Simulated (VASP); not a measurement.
Here is a VASP 6.6.1 calculation.

The input INCAR:

```
ALGO = Normal
EDIFF = 1E-7
EDIFFG = -0.005
ENCUT = 580
GGA = PS
IBRION = 2
ISIF = 3
ISMEAR = 0
LASPH = T
LCHARG = F
LREAL = F
LWAVE = F
NELM = 80
NSW = 90
PREC = Accurate
SIGMA = 0.02
```

File KPOINTS:

```
k-points
0
Gamma
  10 10 10
```

File POSCAR:

```
SiC
1.0
    0.0000000000      2.1769966200      2.1769966200
    2.1769966200      0.0000000000      2.1769966200
    2.1769966200      2.1769966200      0.0000000000
Si C
1 1
Direct
    0.7500000000      0.7500000000      0.7500000000
    0.0000000000      0.0000000000      0.0000000000
```

Potentials or basis: VASP PAW PBE potentials, release 64 (Si, C).

Run with:

```bash
$ cat potpaw_PBE.64/Si/POTCAR potpaw_PBE.64/C/POTCAR > POTCAR
$ mpirun -np 1 vasp_std > vasp.out
```

**Question.** Estimate the relaxed cell.

**Answer.** a = 3.082 Å, b = 3.082 Å, c = 3.082 Å, α = 60.00°, β = 60.00°, γ = 60.00°.

**Question.** What does it give for the relaxed volume?

**Answer.** 10.35 Å³/atom.

**Question.** Estimate the space group after relaxing (to 0.05 Å).

**Answer.** F-43m (No. 216).

**Question.** Predict the band gap on the k mesh.

**Answer.** 1.23 eV, indirect (least direct gap 4.44 eV).

Final structure:
```
CELL_PARAMETERS angstrom
0.00000 2.17922 2.17922
2.17922 0.00000 2.17922
2.17922 2.17922 0.00000
ATOMIC_POSITIONS crystal
Si 0.75000 0.75000 0.75000
C 0.00000 0.00000 0.00000
```

Caveat: the PAW data sets were made with another functional, which shifts forces and pressure a little. As with any semilocal functional, this PBEsol gap is likely too small.
